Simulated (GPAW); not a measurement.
# Ballistic transport through a Bi chain with one Pt atom in line, cheap and dear, part 2 of 2

How well does a Bi chain with one Pt atom in line conduct at low bias, and how far do basis and functional move the answer?

GPAW 26.7.0; GPAW LCAO, PAW setups; Landauer transmission from Green's functions with principal layers (ASE), zero bias.

So far, transmission at the Fermi level (one spin): step 2 (double-zeta polarised basis, PBE, GPAW) 2.48; step 3 (basis szp(dzp), PBE, GPAW) 2.51; step 4 (basis sz(dzp), PBE, GPAW) 2.60; step 5 (LDA) 2.50.

## (7) The levels side by side (continued)

Table of transmission, zone mean, sum over the listed spins by energy, zero at the Fermi level:

| energy (eV) | dzp | szp | sz | dzp-LDA |
| --- | --- | --- | --- | --- |
| -3.00 | 0.980 | 0.977 | 0.994 | 0.980 |
| -2.77 | 0.996 | 0.996 | 0.999 | 0.996 |
| -2.55 | 0.999 | 0.999 | 0.996 | 0.999 |
| -2.25 | 0.996 | 0.994 | 0.986 | 0.996 |
| -2.02 | 0.993 | 0.988 | 0.979 | 0.992 |
| -1.80 | 0.990 | 0.984 | 0.974 | 0.989 |
| -1.57 | 0.989 | 0.981 | 0.971 | 0.988 |
| -1.35 | 1.26 | 1.25 | 1.51 | 1.23 |
| -1.05 | 1.97 | 2.00 | 2.19 | 1.95 |
| -0.90 | 2.14 | 2.22 | 2.38 | 2.13 |
| -0.82 | 2.12 | 2.27 | 2.40 | 2.13 |
| -0.60 | 1.63 | 1.52 | 1.90 | 1.64 |
| -0.38 | 2.24 | 2.24 | 2.42 | 2.26 |
| -0.15 | 2.42 | 2.45 | 2.56 | 2.45 |
| 0.00 | 2.48 | 2.51 | 2.60 | 2.50 |
| 0.15 | 2.50 | 2.53 | 2.62 | 2.52 |
| 0.38 | 2.51 | 2.54 | 2.63 | 2.53 |
| 0.60 | 2.52 | 2.53 | 2.62 | 2.53 |
| 0.75 | 2.52 | 2.51 | 2.61 | 2.52 |
| 0.82 | 2.52 | 2.51 | 2.60 | 2.52 |
| 1.05 | 2.50 | 2.48 | 2.55 | 2.51 |
| 1.35 | 2.42 | 2.37 | 2.38 | 2.42 |
| 1.57 | 2.18 | 2.10 | 2.03 | 2.16 |
| 1.80 | 0.801 | 0.792 | 0.798 | 0.804 |
| 2.02 | 0.800 | 0.791 | 0.797 | 0.802 |
| 2.25 | 0.799 | 0.791 | 0.797 | 0.799 |
| 2.55 | 0.797 | 0.789 | 0.795 | 0.795 |
| 2.77 | 0.795 | 0.788 | 0.793 | 0.792 |
| 3.00 | 0.793 | 0.786 | 0.790 | 0.789 |

## (8) Functional PBEsol, smearing 0.025, grid spacing 0.16

The functional moves levels against the Fermi level. Smearing helps the SCF of a metal converge, but it blurs occupations at band edges near the Fermi level. The real-space grid carries density and potential; a coarse one breaks translation symmetry along the lead and scatters electrons that should pass.

This step: GPAW LCAO, PAW setups; Landauer transmission from Green's functions with principal layers (ASE), zero bias (GPAW 26.7.0).

File run.py:

```python
import json
import numpy as np
from ase import Atoms
from ase.transport.calculators import TransportCalculator
from gpaw import GPAW, FermiDirac
from gpaw.lcao.tools import get_lcao_hamiltonian
from scipy.linalg import eigh

# The junction with lead layers at both ends, along the third cell vector
device = Atoms(
    ['Bi', 'Bi', 'Bi', 'Bi', 'Pt', 'Bi', 'Bi', 'Bi', 'Bi'],
    positions=[
        [4.50000, 4.50000, 1.45000],
        [4.50000, 4.50000, 4.35000],
        [4.50000, 4.50000, 7.25000],
        [4.50000, 4.50000, 10.15000],
        [4.50000, 4.50000, 12.77660],
        [4.50000, 4.50000, 15.40320],
        [4.50000, 4.50000, 18.30320],
        [4.50000, 4.50000, 21.20320],
        [4.50000, 4.50000, 24.10320]],
    cell=[[9.0, 0.0, 0.0], [0.0, 9.0, 0.0], [0.0, 0.0, 25.5532]],
    pbc=True)

# One principal layer of the lead: the first 2 atoms of the device
lead = Atoms(
    ['Bi', 'Bi'],
    positions=[
        [4.50000, 4.50000, 1.45000],
        [4.50000, 4.50000, 4.35000]],
    cell=[[9.0, 0.0, 0.0], [0.0, 9.0, 0.0], [0.0, 0.0, 5.8]],
    pbc=True)

settings = dict(mode='lcao', basis='dzp', xc='PBEsol', h=0.16,
                occupations=FermiDirac(0.025), maxiter=250,
                mixer=dict(beta=0.1, nmaxold=8, weight=100.0),
                convergence=dict(density=0.0001))
energies = np.arange(-3, 3 + 1e-9, 0.075)
eta = 0.0001
n1, n2 = 1, 1
# k and -k transmit alike, so half of the mesh across the current serves
mesh = [(i, j) for i in range(n1) for j in range(n2) if (i, j) <= (-i % n1, -j % n2)]
weights = np.array([1 if (i, j) == (-i % n1, -j % n2) else 2 for i, j in mesh]) / (n1 * n2)

# [... helper functions left out ...]
fermi_lead = ground_state(lead, (1, 1, 19), 'lead.txt')
fermi_device = ground_state(device, (1, 1, 3), 'device.txt')
# [... loop over the mesh left out, but for ...]
        # Shift the lead onto the potential of the device's first layer
        shift = ((H[:, 0, 0] - H0[:, 0, 0]) / S0[0, 0]).real.mean()
# [...]
kT = 8.617333e-5 * 300
bias = [0.1, 0.2, 0.5, 1.0, 1.5, 2.0]
# [... integrals and printing left out ...]
```

Run with:

```bash
> OMP_NUM_THREADS=1 OPENBLAS_NUM_THREADS=1 python run.py
```

Run time: 0.58 s. Hardware: 1 thread of Arm Neoverse V2, shared host; peak memory 0.1 GiB.

The program refused the input before any cycle.

The program's message: “FileNotFoundError: Could not find required PAW dataset file "Bi.PBEsol".”

## (9) A second varied run

A last run, with other settings again.

run.py, as its differences from that of step 8:

```diff
@@ -24,13 +24,12 @@
 
-# One principal layer of the lead: the first 2 atoms of the device
+# One principal layer of the lead: the first 1 atoms of the device
 lead = Atoms(
-    ['Bi', 'Bi'],
+    ['Bi'],
     positions=[
-        [4.50000, 4.50000, 1.45000],
-        [4.50000, 4.50000, 4.35000]],
-    cell=[[9.0, 0.0, 0.0], [0.0, 9.0, 0.0], [0.0, 0.0, 5.8]],
+        [4.50000, 4.50000, 1.45000]],
+    cell=[[9.0, 0.0, 0.0], [0.0, 9.0, 0.0], [0.0, 0.0, 2.9]],
     pbc=True)
 
-settings = dict(mode='lcao', basis='dzp', xc='PBEsol', h=0.16,
-                occupations=FermiDirac(0.025), maxiter=250,
+settings = dict(mode='lcao', basis='dzp', xc='PBE', h=0.2,
+                occupations=FermiDirac(0.1), maxiter=60,
                 mixer=dict(beta=0.1, nmaxold=8, weight=100.0),
```

Run time: 25 s. Hardware: 1 thread; peak memory 0.86 GiB.

The run finished. A setting was moved off its sound value on purpose, so it serves as a test and not as the result.

The fault put into the input: a principal layer that is too short (n_lead = 1 and period = 2.9).

Side by side:

| quantity | this run | sound run | difference |
| --- | --- | --- | --- |
| conductance (G₀) | 2.4603 | 2.4736 | -0.0133 |
| largest coupling past the next principal layer (eV) | 0.27552 | 5.832e-6 | 0.276 |
| largest misfit of the first principal layer (eV) | 0.045662 | 0.024078 | 0.0216 |
| shift that aligns the lead (eV) | -0.097290 | -0.0027137 | -0.0946 |
| basis functions of a principal layer | 23 | 46 | -23 |
| transmission at the Fermi level (one spin) | 2.4615 | 2.4755 | -0.0140 |

The two runs differ clearly in the largest coupling past the next principal layer: 0.276 eV against 5.8e-6 eV.

## (10) What came out

```
conductance                                        : 2.47 G₀
transmission at the Fermi level, mean of the spins : 2.48
thermopower                                        : about 0 (under 1.5 μV/K)
```

In words: In the dzp basis the junction conducts 2.47 G₀ at 300 K, with T = 2.48 a spin at the Fermi level; the sz basis reaches that conductance within 10 %. At the Fermi level the three most open eigenchannels pass 0.86, 0.86 and 0.76. Measured against the first run (dzp), the nearest curve is that of dzp-LDA (r.m.s. 0.017) and the farthest that of sz (0.12). Over the compared runs wall time goes from 18 s (sz) to 27 s (dzp), on a shared host. The geometry was built from estimated bond lengths and not relaxed, so the numbers describe this model structure. The run had no spin polarisation, so a magnetic state, which chains and small molecules with open shells often have, wasn't tested. Spin-orbit coupling is left out, which matters for the heavy atoms here. An evenly spaced straight chain is an idealisation: free chains tend to dimerise, zigzag or, where a band edge lies near the Fermi level, turn magnetic. The currents use the zero-bias T(E) throughout, which holds only while the bias is small against the distance to the nearest feature. The energy step is wider than the thermal energy, so the conductance and thermopower rest on interpolation of T(E).

[Logs are printed without paths, hosts, clocks, repeated set-up lines and the standing remarks that a program may print on its own settings, such as how far it seeks lower states.]

[Hosts, paths, dates, database ids (printed as entryN), source tags and the programs' standing remarks are cut or masked in the printed files.]
